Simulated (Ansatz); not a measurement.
Crystal: Ta2N.

```
Ta N
1.0
     3.11286    0.00000    0.00000
    -1.55643    2.69582    0.00000
     0.00000    0.00000    4.86984
Ta N
2 1
Direct
  0.33333 0.66667 0.25471
  0.66667 0.33333 0.74529
  0.00000 0.00000 0.00000
```

The cell comes from a database or a generator and needn't be the stable form of this composition.

```yaml
Program: Ansatz 0.2.0
Task: relaxation of cell and atoms
Functional: PBEsol
Potentials_or_basis: Ansatz PAW
Cutoff: "420 eV (not typed: the program's choice for these potentials)"
k_mesh: 10 × 10 × 6
Occupations: fermi-dirac, width 0.05 eV
Spin: no spin polarisation
Hubbard_terms: Ta d U = 1 eV
```

At the start: volume 13.62 Å³/atom.

**Question.** Where does the relaxation end?

**Answer.** It ends after 8 steps and the volume is 13.22 Å³/atom (-3.0 %); space group P-3m1 (No. 164, to 0.05 Å).

Step by step:
```
step  energy change (eV)  largest force (eV/Å)  volume (Å³)
   1              0.0000                0.2502        40.87
   2             -0.0341                0.1411        39.88
   3             -0.0363                0.0482        39.64
   4             -0.0364                0.0200        39.65
   5             -0.0365                0.0005        39.66
   6             -0.0346                0.0009        39.66
   7             -0.0346                0.0002        39.65
   8             -0.0346                0.0001        39.65
```

Final structure:
```
Ta N
1.0
     3.07246    0.00000    0.00000
    -1.53623    2.66083    0.00000
     0.00000    0.00000    4.84961
Ta N
2 1
Direct
  0.33333 0.66667 0.25460
  0.66667 0.33333 0.74540
  0.00000 0.00000 0.00000
```

Caveat: the plane-wave basis is chosen anew once the cell has moved, so the energies of steps on either side of that aren't comparable; U without spin polarisation on a metal has little footing; the PAW data sets come from PBE, with cores solved anew for the run's functional, which leaves a small shift of forces and pressure.
